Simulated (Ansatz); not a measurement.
Ca in place of Mg: Mg3O2 and Ca3O2

Computed with Ansatz, DFT PBE, scalar-relativistic, plane waves, PAW. Settings: cutoff 420 eV, Γ-centred meshes spaced at most about 0.3 Å⁻¹, and about 0.25 Å⁻¹ or finer for metals (2π included), Gaussian smearing. No spin polarisation.

Formation energies are uncorrected and refer to the elements' standard structures at the same level (O₂ as a molecule).

Mg3O2 in the anti-tetradymite type (R-3m (No. 166); invented) has a = 3.058 Å, c = 22.389 Å, 12.09 Å³/atom, shortest distance 2.14 Å (Mg–O), formation energy -2.01 eV/atom, no gap on its mesh:

```
CELL_PARAMETERS angstrom
1.52888 0.88270 7.46305
-1.52888 0.88270 7.46305
0.00000 -1.76540 7.46305
ATOMIC_POSITIONS crystal
Mg 0.22312 0.22312 0.22312
Mg 0.77688 0.77688 0.77688
Mg 0.00000 0.00000 0.00000
O 0.61235 0.61235 0.61235
O 0.38765 0.38765 0.38765
```

Question: Predict cell, gap and energy of Ca3O2 in the same type.

Answer: Ca3O2 (invented) has a = 3.489 Å, c = 26.452 Å, 18.59 Å³/atom, shortest distance 2.44 Å (Ca–O), formation energy -2.23 eV/atom, no gap on its mesh. The volume per atom changes by +53.8 % and the formation energy by -0.22 eV/atom (from unrounded values). The covalent radius goes from 1.41 Å (Mg) to 1.76 Å (Ca), a change of +0.35 Å, and the nearest contact of that site goes from 2.14 Å (Mg–O) to 2.44 Å (Ca–O); the electronegativity goes from 1.31 to 1.00.

Space group R-3m:H (No. 166). a = 3.489 Å, b = 3.489 Å, c = 26.452 Å, α = 90.00°, β = 90.00°, γ = 120.00°
```csv
atom,site,symmetry,x,y,z
Ca,3a,-3m,0.0000,0.0000,0.0000
Ca,6c,3m,0.0000,0.0000,0.2287
O,6c,3m,0.3333,0.6667,0.0525
```

A magnetic state wasn't ruled out in cells without spin, among them Ca3O2 R-3m. A negative formation energy doesn't yet make a cell stable against other compositions.
